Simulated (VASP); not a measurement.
Write the native input for VASP 6.6.1 that does the following.

| Property | Result |
| --- | --- |
| Task | density of states |
| Functional | LDA |
| Potentials or basis | VASP PAW LDA potentials, release 64 (Mo_sv) |
| Cutoff | 350 eV |
| k mesh | 10 × 10 × 10 |
| Occupations | gaussian, width 0.1 eV |
| Spin | no spin polarisation |
| k mesh for the DOS | 15 × 15 × 15 |
| Occupations for the DOS | tetrahedron |
| Further INCAR settings | ALGO = Fast; EDIFF = 1e-07; NBANDS = 13 |

Mo:

```
Mo
1.0
    -1.55421    1.55421    1.55421
     1.55421   -1.55421    1.55421
     1.55421    1.55421   -1.55421
Mo
1
Direct
  0.00000 0.00000 0.00000
```

One way to write it, as run:

POSCAR

```
Mo                                      
1.0
   -1.5542062780      1.5542062780      1.5542062780
    1.5542062780     -1.5542062780      1.5542062780
    1.5542062780      1.5542062780     -1.5542062780
  Mo            
     1
Direct
     0.0000000000000000    0.0000000000000000    0.0000000000000000
```

INCAR.step1

```
ALGO = Fast ; EDIFF = 1E-7
ENCUT = 350 ; GGA = CA
ISIF = 2 ; ISMEAR = 0
LASPH = T ; LCHARG = T
LMAXMIX = 4 ; LREAL = F
LWAVE = F ; NBANDS = 13
NELM = 60 ; PREC = Accurate
SIGMA = 0.1
```

KPOINTS.step1

```
k-points
0
Gamma
  10 10 10
```

INCAR.step2

```
ALGO = Fast ; EDIFF = 1E-7
ENCUT = 350 ; GGA = CA
ICHARG = 11 ; ISIF = 2
ISMEAR = -5 ; LASPH = T
LCHARG = F ; LMAXMIX = 4
LORBIT = 10 ; LREAL = F
LWAVE = F ; NBANDS = 13
NEDOS = 2001 ; NELM = 60
PREC = Accurate ; SIGMA = 0.1
```

KPOINTS.step2

```
k-points
0
Gamma
  15 15 15
```

Potentials or basis: VASP PAW LDA potentials, release 64 (Mo_sv).

Run with:

```bash
$ cat potpaw_LDA.64/Mo_sv/POTCAR > POTCAR
$ cp INCAR.step1 INCAR
$ cp KPOINTS.step1 KPOINTS
$ mpirun -np 1 vasp_std > vasp.out
$ cp INCAR.step2 INCAR
$ cp KPOINTS.step2 KPOINTS
$ mpirun -np 1 vasp_std > vasp.out
```

It gave:

The valence electrons inside the program's atomic spheres are Mo 12.61.

Run time: 6.6 s on 1 thread of Intel(R) Xeon(R) Platinum 8488C (Sapphire Rapids), with other jobs on the host, peak memory 0.12 GiB.
